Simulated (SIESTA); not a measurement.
C under changes of volume

One of the cells (5.785 Å³/atom); the others are scaled copies at fixed shape and fractional positions:

```
C
1.0
     0.00000    1.79518    1.79518
     1.79518    0.00000    1.79518
     1.79518    1.79518    0.00000
C
2
Cartesian
  2.6928 2.6928 2.6928
  1.7952 1.7952 1.7952
```

This isn't the form of C at room conditions, which is graphite.

```yaml
Program: SIESTA 5.4.2
Functional: PBE
Potentials_or_basis: PseudoDojo 0.4 standard (PBE files)
Basis: DZP (energy shift 0.003 Ry)
Grid_cutoff: 500 Ry
Energy_shift: 0.003 Ry
k_mesh: 13 × 13 × 13
Occupations: fermi-dirac, width 0.05 eV
Spin: no spin polarisation
```

```csv
volume (Å³/atom),energy over the lowest point (meV/atom),pressure (GPa),gap on the mesh (eV)
5.332,58.18,41.9,4.44
5.445,32.60,30.6,4.38
5.558,14.77,20.0,4.33
5.785,0.00,1.5,4.24
5.899,1.87,-6.6,4.19
6.012,?,?,?
```

Task: What does the run at 6.012 Å³/atom give?

Result: Energy over the lowest point 9.26 meV/atom; pressure -14.0 GPa; gap on the mesh 4.15 eV.

Worked out: A Birch-Murnaghan fit of order 3 (a polynomial in V^(-2/3)) to the other rows has its minimum at 5.80 Å³/atom with B0 = V·E''(V) = 425 GPa and B' = 3.7. It gives 9.19 meV/atom at 6.012 Å³/atom, against the run's 9.26, and -dE/dV = -14.0 GPa, against -14.0. A straight line through the other rows of the gap, of slope -2.43 eV per unit of ln V, extrapolates to 4.14 eV, against the run's 4.15.

Energies are extrapolated to zero smearing.

Caveats: an odd mesh through Γ misses points on the zone boundary, where band edges often lie; the basis of atomic orbitals isn't converged, which shifts pressures, moduli and gaps.
